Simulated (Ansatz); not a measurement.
## Ir(111) with 4 layers of random Ir-Os, 2x2: scattering by chemical disorder

Aim: the residual resistivity of a random alloy, from Ir(111) with 4 layers of random Ir-Os, 2x2 and longer regions.

Main program and level: Ansatz 0.2.0; Ansatz plane-wave DFT, PBE, PAW files; ballistic transport by layer matching (Landauer), zero bias; PAW set soft_1.

## (1) The structure

The cell holds 40 atoms: 28 Ir and 12 Os. Cell: a = 5.430 Å, b = 5.430 Å, c = 22.222 Å, α = 93.5°, β = 86.5°, γ = 120.0°. It derives from Ir. Regions: lead, 24 atoms (24 Ir); scattering region, 16 atoms (12 Os and 4 Ir). The structure is stacked along c, and the current runs across the ab planes.

## (2) With 4 alloy layers

In 4 layers a share of 0.75 of the sites is given to Os at random. The layers about the cell's end stay perfect and serve as the lead. Disorder leaves little or no symmetry, which makes such runs dear. Energies from -0.05 to 0.05 eV in steps of 0.05 eV are too few for the program's thermal sum, so it prints no conductance; for a metal the transmission near the Fermi level serves, at a fraction of the cost.

input.yaml

```yaml
crystal:
  lattice:
    - [5.4297315514, 0.0, 0.0]
    - [-2.7148657757, 4.7022854592, 0.0]
    - [1.3574328878, -0.7837142432, 22.1667862353]
  atoms:
    - { symbol: Ir, position: [0.9916666667, 0.0083333333, 0.05] }
    - { symbol: Ir, position: [0.9916666667, 0.5083333333, 0.05] }
    - { symbol: Ir, position: [0.4916666667, 0.0083333333, 0.05] }
    - { symbol: Ir, position: [0.4916666667, 0.5083333333, 0.05] }
    - { symbol: Ir, position: [0.1416666667, 0.3583333333, 0.15] }
    - { symbol: Ir, position: [0.1416666667, 0.8583333333, 0.15] }
    - { symbol: Ir, position: [0.6416666667, 0.3583333333, 0.15] }
    - { symbol: Ir, position: [0.6416666667, 0.8583333333, 0.15] }
    - { symbol: Ir, position: [0.2916666667, 0.2083333333, 0.25] }
    - { symbol: Ir, position: [0.2916666667, 0.7083333333, 0.25] }
    - { symbol: Ir, position: [0.7916666667, 0.2083333333, 0.25] }
    - { symbol: Ir, position: [0.7916666667, 0.7083333333, 0.25] }
    - { symbol: Os, position: [0.9416666667, 0.0583333333, 0.35] }
    - { symbol: Ir, position: [0.9416666667, 0.5583333333, 0.35] }
    - { symbol: Os, position: [0.4416666667, 0.0583333333, 0.35] }
    - { symbol: Os, position: [0.4416666667, 0.5583333333, 0.35] }
    - { symbol: Os, position: [0.0916666667, 0.4083333333, 0.45] }
    - { symbol: Ir, position: [0.0916666667, 0.9083333333, 0.45] }
    - { symbol: Os, position: [0.5916666667, 0.4083333333, 0.45] }
    - { symbol: Os, position: [0.5916666667, 0.9083333333, 0.45] }
    - { symbol: Os, position: [0.2416666667, 0.2583333333, 0.55] }
    - { symbol: Os, position: [0.2416666667, 0.7583333333, 0.55] }
    - { symbol: Ir, position: [0.7416666667, 0.2583333333, 0.55] }
    - { symbol: Os, position: [0.7416666667, 0.7583333333, 0.55] }
    - { symbol: Os, position: [0.8916666667, 0.1083333333, 0.65] }
    - { symbol: Os, position: [0.8916666667, 0.6083333333, 0.65] }
    - { symbol: Ir, position: [0.3916666667, 0.1083333333, 0.65] }
    - { symbol: Os, position: [0.3916666667, 0.6083333333, 0.65] }
    - { symbol: Ir, position: [0.0416666667, 0.4583333333, 0.75] }
    - { symbol: Ir, position: [0.0416666667, 0.9583333333, 0.75] }
    - { symbol: Ir, position: [0.5416666667, 0.4583333333, 0.75] }
    - { symbol: Ir, position: [0.5416666667, 0.9583333333, 0.75] }
    - { symbol: Ir, position: [0.1916666667, 0.3083333333, 0.85] }
    - { symbol: Ir, position: [0.1916666667, 0.8083333333, 0.85] }
    - { symbol: Ir, position: [0.6916666667, 0.3083333333, 0.85] }
    - { symbol: Ir, position: [0.6916666667, 0.8083333333, 0.85] }
    - { symbol: Ir, position: [0.8416666667, 0.1583333333, 0.95] }
    - { symbol: Ir, position: [0.8416666667, 0.6583333333, 0.95] }
    - { symbol: Ir, position: [0.3416666667, 0.1583333333, 0.95] }
    - { symbol: Ir, position: [0.3416666667, 0.6583333333, 0.95] }
kpoints:
  mp_grid: { grid: [5, 5, 1] }
hamiltonian:
  xc: pbe
  pseudopotentials: { kind: paw, azcp: { folder: soft_1 } }
scf:
  occupations: { method: fermi_dirac, width: 0.1 }
output:
  transmission:
    leads: [[0, 4]]
    kmesh: [10, 10]
    e_range: [-0.05, 0.05]
    de: 0.05
  write_potential: true
  write_density: true
  volumetric_format: npy
```

On the command line:

```
> ansatz run input.yaml --threads 8 --pin off --max-ram 15360MiB --backend cpu --events-out ev --progress --plain --runs-dir out
```

Numbers of over 12 decimals in the logs are rounded to 6 here.

What it wrote:

```text
Engine: ansatz 0.2.0, x86_64-unknown-linux-gnu
Pseudopotentials: kind: paw
Pseudopotential: Ir, paw, valence charge 17, recommended cutoff 420 eV (normal), soft_1/Ir.paw.azcp
Pseudopotential: Os, paw, valence charge 16, recommended cutoff 420 eV (normal), soft_1/Os.paw.azcp
Functional definition: PBE
  parameter kappa = 0.804
  parameter beta = 0.066725
  exchange = pbe_x(kappa = kappa, mu = beta*pi^2/3)
  correlation = pbe_c(beta = beta)
Crystal: 40 atoms, lattice volume = 565.966 Å³
Basis set: ecut = 420 eV, 11009 PW (Γ)
Bands: 401, of which v1, the nominal top of the filled ones, is band 334 counted from 1 (333 counted from 0)
Symmetry: 2 space group operations
Space group: C2 (ITA 5), of the structure as read, at distance tolerance 8.3e-5 Å
k-points: 9 of 25 (time reversal used)
Non-local potential: Ir, projectors of the file, l = 0: 3, l = 1: 2, l = 2: 2, l = 3: 1
Non-local potential: Os, projectors of the file, l = 0: 3, l = 1: 2, l = 2: 2, l = 3: 1
PAW form: soft (Blöchl's): semilocal exchange-correlation on the pseudo side does not see the compensation charge
PAW one-centre angular grid: Ir, 590 points (default); XC on 64 Gauss nodes
PAW one-centre angular grid: Os, 590 points (default); XC on 64 Gauss nodes
Initial density: superposition of atomic densities (chi_scale 0.1, normalization cell)
Initial wavefunctions: pseudopotential atomic-orbital guess
Functional: x = pbe(κ = 0.804, μ = 0.219515), c = pbe(β = 0.066725)
SCF iter   1: F=—  HF=-470866.191185 eV  |F-HF|=—  |Δ(HF+E_count)|=         —  Δρ=5.39e-2  dr2=7.16e1  ethr=3.10e-3  ⟨swp⟩=5.0  Hψ=11505  notcnv=0  defer=28
preconditioner: auto → Kerker (q_TF=auto, 2.805 Å⁻¹)  [metal: Δε(μ)=0.034 eV  Ē_g=6.719 eV  σ=0.100 eV  W_gap=0.08  n_scr=228 (ndim 8)  ℏωp=29.1 eV  f_vac=0.000  D(μ)=27.60/eV (n_scr^D=270)]
SCF iter   2: F=—  HF=-470862.992821 eV  |F-HF|=—  |Δ(HF+E_count)|=    3.20e0  Δρ=2.99e-2  dr2=3.31e1  ethr=3.10e-3  ⟨swp⟩=2.0  Hψ=4444  notcnv=0  defer=159
SCF iter   3: F=—  HF=-470861.742173 eV  |F-HF|=—  |Δ(HF+E_count)|=    1.25e0  Δρ=4.41e-3  dr2=1.23e0  ethr=3.10e-3  ⟨swp⟩=2.6  Hψ=4673  notcnv=0  defer=159
SCF iter   4: F=—  HF=-470861.705715 eV  |F-HF|=—  |Δ(HF+E_count)|=   3.65e-2  Δρ=1.13e-3  dr2=3.14e-1  ethr=1.84e-4  ⟨swp⟩=1.1  Hψ=4087  notcnv=0  defer=154
SCF iter   5: F=—  HF=-470861.703321 eV  |F-HF|=—  |Δ(HF+E_count)|=   2.39e-3  Δρ=5.96e-4  dr2=6.24e-3  ethr=4.71e-5  ⟨swp⟩=1.0  Hψ=3529  notcnv=0  defer=154
SCF iter   6: F=—  HF=-470861.703208 eV  |F-HF|=—  |Δ(HF+E_count)|=   1.13e-4  Δρ=9.55e-5  dr2=2.98e-4  ethr=9.34e-7  ⟨swp⟩=1.0  Hψ=3453  notcnv=0  defer=154
SCF iter   7: F=—  HF=-470861.703186 eV  |F-HF|=—  |Δ(HF+E_count)|=   2.18e-5  Δρ=2.42e-5  dr2=2.51e-5  ethr=4.46e-8  ⟨swp⟩=1.1  Hψ=3454  notcnv=0  defer=154
SCF iter   8: F=—  HF=-470861.703966 eV  |F-HF|=—  |Δ(HF+E_count)|=   7.80e-4  Δρ=5.58e-6  dr2=9.93e-7  ethr=3.75e-9  ⟨swp⟩=1.8  Hψ=3601  notcnv=0  defer=154
SCF iter   9: F=-470861.703966 eV  HF=-470861.703966 eV  |F-HF|=8.00e-8  |Δ(HF+E_count)|=   6.02e-8  Δρ=1.21e-6  dr2=8.31e-8  ethr=1.50e-11  ⟨swp⟩=8.0  Hψ=10265  notcnv=0
SCF 1 converged in 9 iterations: F = -470861.703966 eV  dr2 = 8.31e-8
  greatest PAW one-centre occupation: 1.000 electrons in one spin orbital (limit 2), on the Ir atom at site 22 (counted from 0), in its partial waves of l = 0
transmission: 212 of 2080 steps passed
transmission: 420 of 2080 steps passed
[...]
transmission: 2080 of 2080 steps passed
SCF converged after 9 iterations
Free energy (F): -470861.703966 eV
Harris-Foulkes:  -470861.703966 eV  (|F-HF|=8.00e-8)
Internal energy: -470860.636997 eV  (E = F + TS)
E sigma→0 (E₀):  -470861.170481 eV
Entropy (-TS):   -1.066968 eV (-26.674 meV/atom)
Fermi energy:    25.740294 eV
--- Per-component energies (eV) ---
  E_band       = -3162.823223
  E_kinetic    = 21035.572137
  E_local      = -42529.417601  (includes V_loc(G=0)·N_el)
  E_nonlocal   = 7670.784387
  E_hartree    = 15832.743154
  E_xc         = -9263.144508
  E_vxc        = -10155.987375  (∫ρ·V_xc dr)
  E_paw        = -367990.012677  (= ΣΔE_a)
  E_vpaw       = -10849.263303  (= ΣTr[D̂ρ^β])
  E_aug_tail   = 0.014845  (compensation charges beyond the density's cutoff)
  E_ewald      = -95617.176735
  E_smearing   = -1.066968  (= −TS)
  E_closure    = 0.000000  (closes the sum)
  Σ components = -470861.703966   (vs F -470861.703966, Δ=0.00e0)
--- Band table (eV; the first three rows and the last of 9) ---
  k-point 0: bands = [... 330 lower, 26.5441, 26.5753, 26.6410, 26.6415, 26.6435, 26.6905, 26.6995, 26.7010, ... 63 higher]
  k-point 1: bands = [... 330 lower, 26.0375, 26.1108, 26.1340, 26.1721, 26.1921, 26.2489, 26.2646, 26.2764, ... 63 higher]
  k-point 2: bands = [... 330 lower, 25.1685, 25.2292, 25.3007, 25.3772, 25.4208, 25.4415, 25.5214, 25.5545, ... 63 higher]
  k-point 8: bands = [... 330 lower, 25.1616, 25.2982, 25.3393, 25.3638, 25.3865, 25.3983, 25.4714, 25.4787, ... 63 higher]
--- Transmission ---
  basis      : 223 plane waves across, 40 finite elements along
  points     : 52, standing for a mesh of 10 x 10
  energies   : 3 from -0.050000 to 0.050000 eV about the Fermi level, 0.050000 eV apart; the leads are filled to 0.000000 eV, and channels, transmission and decay are at 0.000000 eV
  crystal 0  : Ir4, at the sites [0, 4], period 2.2167 Å, over 13.30 Å; its Hamiltonian steps by up to 35.6 meV: too much for a lead, lay more layers or, if its atoms are ordered, name the step of that order
    offset         : up to 0.0000 Å between an atom of the period and one for which it stands
    channels       : 5.980000e0 a spin
    conductance    : none, the energies end too early or step too widely for 300 K: set another output.transmission.e_range or a lower de, or, where they end at an eighth of basis.ecutwfc, a higher one
  junction   : crystal 0 to crystal 0, 0.70 to 20.65 Å
    transmission   : 3.704416e0 a spin
    conductance    : none, the energies end too early or step too widely for 300 K: set another output.transmission.e_range or a lower de, or, where they end at an eighth of basis.ecutwfc, a higher one
```

Wall time 2.4 min (8 threads of Intel Xeon Platinum 8223CL at 3.00GHz (Skylake/Cascade Lake), shared host); peak memory 7.9 GiB.

In the SCF lines HF is the Harris–Foulkes energy and dr2 the Hartree energy of the density residual, in eV; the loop may stop once dr2 is under the threshold and the program's other checks hold. Hψ counts applications of the Hamiltonian.

Numbers from this step:

- free energy: -470861.7040 eV
- energy at zero smearing: -470861.1705 eV
- Fermi energy: 25.74 eV
- cell area: 25.53 Å²
- transmission per spin nearest the Fermi level: 3.704
- open channels per spin nearest the Fermi level: 5.98
- step of the lead's potential: 35.6 meV

Per spin. Transmission, zone mean against energy, zero at the Fermi level:

```
energy (eV)  transmission, zone mean
    -0.0500                     3.72
     0.0000                     3.70
     0.0500                     3.78
```

Per spin. The open channels, zone mean, lead by energy, zero at the Fermi level:

```
energy (eV)  open channels, zone mean, lead
    -0.0500                             5.9
     0.0000                            5.98
     0.0500                            6.26
```

Transmission over k1 and k2. At 0.0000 eV from the Fermi level.

Ten even steps from '_' (2.79) to '@' (7.33):
```
::--______::::______
______....__..______
____..--::--..______
::__..::@@@@::....::
--::__--@@@@@@--__::
::::....::@@@@::..__
________..--::--..__
________..__....____
::______::::______--
++::____::--::____::
```
Columns: k1 (b1) from -0.5 to 0.4; rows upwards: k2 (b2) from -0.5 to 0.4.

Open channels over k1 and k2. At 0.0000 eV from the Fermi level.

Ten even steps from '_' (5.00) to '@' (8.00):
```
--------------------
__----****----__----
__--**______----__--
----**__@@@@__------
------__@@@@@@__----
--------__@@@@__**--
__--__----______**--
__----__----****----
--------------------
----____------____--
```
Columns: k1 (b1) from -0.5 to 0.4; rows upwards: k2 (b2) from -0.5 to 0.4.

Over the solved energies the transmission per spin lies between 3.70 and 3.78, out of 6.05 channels of the lead on average (up to 6.26). The log calls the step of a lead's potential too much.

## (3) With 8 alloy layers

In 8 layers a share of 0.75 of the sites is given to Os at random. A fresh draw is used; the growth of the resistance with length is what counts.

System of this step: Ir(111) with 8 layers of random Ir-Os, 2x2. The cell holds 56 atoms: 32 Ir and 24 Os. Its edges and angles: a = 5.430 Å, b = 5.430 Å, c = 31.073 Å, α = 87.5°, β = 92.5°, γ = 120.0°. It derives from Ir. Regions: lead, 24 atoms (24 Ir); scattering region, 32 atoms (8 Ir and 24 Os). The structure is stacked along c, and the current runs across the ab planes.

input.yaml

```yaml
crystal:
  lattice:
    - [5.4297315514, 0.0, 0.0]
    - [-2.7148657757, 4.7022854592, 0.0]
    - [-1.3574328878, 0.7837142432, 31.0335007294]
  atoms:
    - { symbol: Ir, position: [0.005952381, 0.994047619, 0.0357142857] }
    - { symbol: Ir, position: [0.005952381, 0.494047619, 0.0357142857] }
    - { symbol: Ir, position: [0.505952381, 0.994047619, 0.0357142857] }
    - { symbol: Ir, position: [0.505952381, 0.494047619, 0.0357142857] }
    - { symbol: Ir, position: [0.1845238095, 0.3154761905, 0.1071428571] }
    - { symbol: Ir, position: [0.1845238095, 0.8154761905, 0.1071428571] }
    - { symbol: Ir, position: [0.6845238095, 0.3154761905, 0.1071428571] }
    - { symbol: Ir, position: [0.6845238095, 0.8154761905, 0.1071428571] }
    - { symbol: Ir, position: [0.3630952381, 0.1369047619, 0.1785714286] }
    - { symbol: Ir, position: [0.3630952381, 0.6369047619, 0.1785714286] }
    - { symbol: Ir, position: [0.8630952381, 0.1369047619, 0.1785714286] }
    - { symbol: Ir, position: [0.8630952381, 0.6369047619, 0.1785714286] }
    - { symbol: Ir, position: [0.0416666667, 0.9583333333, 0.25] }
    - { symbol: Os, position: [0.0416666667, 0.4583333333, 0.25] }
    - { symbol: Os, position: [0.5416666667, 0.9583333333, 0.25] }
    - { symbol: Os, position: [0.5416666667, 0.4583333333, 0.25] }
    - { symbol: Os, position: [0.2202380952, 0.2797619048, 0.3214285714] }
    - { symbol: Os, position: [0.2202380952, 0.7797619048, 0.3214285714] }
    - { symbol: Os, position: [0.7202380952, 0.2797619048, 0.3214285714] }
    - { symbol: Ir, position: [0.7202380952, 0.7797619048, 0.3214285714] }
    - { symbol: Os, position: [0.3988095238, 0.1011904762, 0.3928571429] }
    - { symbol: Os, position: [0.3988095238, 0.6011904762, 0.3928571429] }
    - { symbol: Os, position: [0.8988095238, 0.1011904762, 0.3928571429] }
    - { symbol: Ir, position: [0.8988095238, 0.6011904762, 0.3928571429] }
    - { symbol: Os, position: [0.0773809524, 0.9226190476, 0.4642857143] }
    - { symbol: Os, position: [0.0773809524, 0.4226190476, 0.4642857143] }
    - { symbol: Ir, position: [0.5773809524, 0.9226190476, 0.4642857143] }
    - { symbol: Os, position: [0.5773809524, 0.4226190476, 0.4642857143] }
    - { symbol: Os, position: [0.255952381, 0.244047619, 0.5357142857] }
    - { symbol: Os, position: [0.255952381, 0.744047619, 0.5357142857] }
    - { symbol: Os, position: [0.755952381, 0.244047619, 0.5357142857] }
    - { symbol: Os, position: [0.755952381, 0.744047619, 0.5357142857] }
    - { symbol: Ir, position: [0.4345238095, 0.0654761905, 0.6071428571] }
    - { symbol: Os, position: [0.4345238095, 0.5654761905, 0.6071428571] }
    - { symbol: Ir, position: [0.9345238095, 0.0654761905, 0.6071428571] }
    - { symbol: Os, position: [0.9345238095, 0.5654761905, 0.6071428571] }
    - { symbol: Os, position: [0.1130952381, 0.8869047619, 0.6785714286] }
    - { symbol: Os, position: [0.1130952381, 0.3869047619, 0.6785714286] }
    - { symbol: Os, position: [0.6130952381, 0.8869047619, 0.6785714286] }
    - { symbol: Os, position: [0.6130952381, 0.3869047619, 0.6785714286] }
    - { symbol: Os, position: [0.2916666667, 0.2083333333, 0.75] }
    - { symbol: Os, position: [0.2916666667, 0.7083333333, 0.75] }
    - { symbol: Ir, position: [0.7916666667, 0.2083333333, 0.75] }
    - { symbol: Ir, position: [0.7916666667, 0.7083333333, 0.75] }
    - { symbol: Ir, position: [0.4702380952, 0.0297619048, 0.8214285714] }
    - { symbol: Ir, position: [0.4702380952, 0.5297619048, 0.8214285714] }
    - { symbol: Ir, position: [0.9702380952, 0.0297619048, 0.8214285714] }
    - { symbol: Ir, position: [0.9702380952, 0.5297619048, 0.8214285714] }
    - { symbol: Ir, position: [0.1488095238, 0.8511904762, 0.8928571429] }
    - { symbol: Ir, position: [0.1488095238, 0.3511904762, 0.8928571429] }
    - { symbol: Ir, position: [0.6488095238, 0.8511904762, 0.8928571429] }
    - { symbol: Ir, position: [0.6488095238, 0.3511904762, 0.8928571429] }
    - { symbol: Ir, position: [0.3273809524, 0.1726190476, 0.9642857143] }
    - { symbol: Ir, position: [0.3273809524, 0.6726190476, 0.9642857143] }
    - { symbol: Ir, position: [0.8273809524, 0.1726190476, 0.9642857143] }
    - { symbol: Ir, position: [0.8273809524, 0.6726190476, 0.9642857143] }
kpoints:
  mp_grid: { grid: [5, 5, 1] }
hamiltonian:
  xc: pbe
  pseudopotentials: { kind: paw, azcp: { folder: soft_1 } }
scf:
  occupations: { method: fermi_dirac, width: 0.1 }
output:
  transmission:
    leads: [[0, 4]]
    kmesh: [10, 10]
    e_range: [-0.05, 0.05]
    de: 0.05
  write_potential: true
  write_density: true
  volumetric_format: npy
```

What it wrote:

```text
[...]
Crystal: 56 atoms, lattice volume = 792.352 Å³
Basis set: ecut = 420 eV, 15385 PW (Γ)
Bands: 557, of which v1, the nominal top of the filled ones, is band 464 counted from 1 (463 counted from 0)
Symmetry: 1 space group operations
[...]
k-points: 13 of 25 (time reversal used)
[...]
SCF iter   1: F=—  HF=-655245.831610 eV  |F-HF|=—  |Δ(HF+E_count)|=         —  Δρ=5.59e-2  dr2=2.58e2  ethr=3.10e-3  ⟨swp⟩=5.0  Hψ=23191  notcnv=0  defer=71
[...]
SCF iter  10: F=-655238.710855 eV  HF=-655238.710855 eV  |F-HF|=1.11e-8  |Δ(HF+E_count)|=   9.08e-9  Δρ=2.86e-7  dr2=1.14e-8  ethr=1.08e-11  ⟨swp⟩=7.1  Hψ=15740  notcnv=0
SCF 1 converged in 10 iterations: F = -655238.710855 eV  dr2 = 1.14e-8
[...]
transmission: 304 of 2964 steps passed
transmission: 604 of 2964 steps passed
[...]
transmission: 2964 of 2964 steps passed
SCF converged after 10 iterations
Free energy (F): -655238.710855 eV
[...]
Internal energy: -655237.146357 eV  (E = F + TS)
E sigma→0 (E₀):  -655237.928606 eV
Entropy (-TS):   -1.564498 eV (-27.937 meV/atom)
Fermi energy:    25.692257 eV
[...]
--- Band table (eV; the first three rows and the last of 13) ---
  k-point 0: bands = [... 460 lower, 26.5950, 26.5968, 26.6531, 26.6554, 26.6600, 26.7149, 26.7219, 26.7233, ... 89 higher]
  k-point 1: bands = [... 460 lower, 26.1059, 26.1265, 26.1619, 26.2053, 26.2263, 26.2331, 26.2627, 26.3010, ... 89 higher]
  k-point 2: bands = [... 460 lower, 25.2744, 25.2987, 25.3264, 25.3555, 25.3745, 25.4036, 25.4869, 25.4995, ... 89 higher]
  k-point 12: bands = [... 460 lower, 25.6282, 25.6817, 25.7262, 25.7474, 25.7950, 25.8270, 25.8398, 25.8557, ... 89 higher]
--- Transmission ---
  basis      : 223 plane waves across, 57 finite elements along
  points     : 52, standing for a mesh of 10 x 10
[...]
channels       : 6.020000e0 a spin
[...]
junction   : crystal 0 to crystal 0, 0.70 to 29.51 Å
    transmission   : 3.221002e0 a spin
[...]
```

It took 4.4 min on 8 threads; peak memory 8.3 GiB.

This step gave:

```yaml
free_energy: -655238.7109 eV
energy_at_zero_smearing: -655237.9286 eV
fermi_energy: 25.69 eV
transmission_per_spin_nearest_the_fermi_level: 3.221
open_channels_per_spin_nearest_the_fermi_level: 6.02
step_of_the_lead_s_potential: 35.2 meV
```

Per spin. Transmission, zone mean against energy, zero at the Fermi level:

```
energy (eV)  transmission, zone mean
    -0.0500                     3.30
     0.0000                     3.22
     0.0500                     3.26
```

Over the solved energies the transmission per spin lies between 3.22 and 3.30, out of 6.06 channels of the lead on average (up to 6.26). The log calls the step of a lead's potential too much.

(Part 1 of 2 ends here.)

[Logs are printed without paths, hosts, clocks, repeated set-up lines and the standing remarks that a program may print on its own settings, such as how far it seeks lower states.]

[Hosts, paths, dates, database ids (printed as entryN), source tags and the programs' standing remarks are cut or masked in the printed files.]
